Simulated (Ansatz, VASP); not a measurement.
## One calculation of MgH2, two programs

INCAR

```
PREC = Accurate ; ENCUT = 520
EDIFF = 1E-7 ; ISMEAR = -1
SIGMA = 0.05 ; LREAL = False
LASPH = True ; NELM = 80
ALGO = Normal ; ISIF = 2
LWAVE = False ; LCHARG = False
GGA = PE ; NBANDS = 9
```

Contents of KPOINTS:

```
regular mesh
0
Gamma
  10 10 10
```

The input POSCAR:

```
MgH2
1.0
    0.0000000000      2.3324603204      2.3324603204
    2.3324603204      0.0000000000      2.3324603204
    2.3324603204      2.3324603204      0.0000000000
Mg H
1 2
Direct
    0.0000000000      0.0000000000      0.0000000000
    0.2500000000      0.2500000000      0.2500000000
    0.7500000000      0.7500000000      0.7500000000
```

Contents of input.yaml:

```yaml
crystal:
  lattice:
    - [0.0, 2.3324603204, 2.3324603204]
    - [2.3324603204, 0.0, 2.3324603204]
    - [2.3324603204, 2.3324603204, 0.0]
  atoms:
    - { symbol: Mg, position: [0.0, 0.0, 0.0] }
    - { symbol: H, position: [0.25, 0.25, 0.25] }
    - { symbol: H, position: [0.75, 0.75, 0.75] }
hamiltonian:
  xc: pbe
  pseudopotentials: { kind: paw }
kpoints:
  mp_grid: { grid: [10, 10, 10] }
scf:
  occupations: { method: fermi_dirac, width: 0.05 }
output:
  forces: true
  stress: true
  eigenvalues: true
  write_density: true
  write_potential: true
  elf: true
  volumetric_format: npy
```

Change from the starting cell: volume scaled by 0.94.

Alike in both runs: task single point; functional PBE; k mesh 10 × 10 × 10; occupations fermi-dirac, width 0.05 eV; no spin polarisation.

|  | VASP | Ansatz |
| --- | --- | --- |
| version | VASP 6.6.1 | Ansatz 0.2.0 |
| potentials or method | VASP PAW PBE potentials, release 64 (Mg, H) | Ansatz PAW |
| plane-wave cutoff (eV) | 520 | 420 |
| valence electrons in the cell | 4 | 12 |

```tsv
	VASP	Ansatz	Ansatz less VASP
gap on the k mesh at the Fermi level (eV)	none	none	-
pressure (GPa)	3.5	3.9	+0.42
```

A gap of «none» marks a metal or a gap that the smearing closes. The two sets of potentials don't hold the same shells in valence.
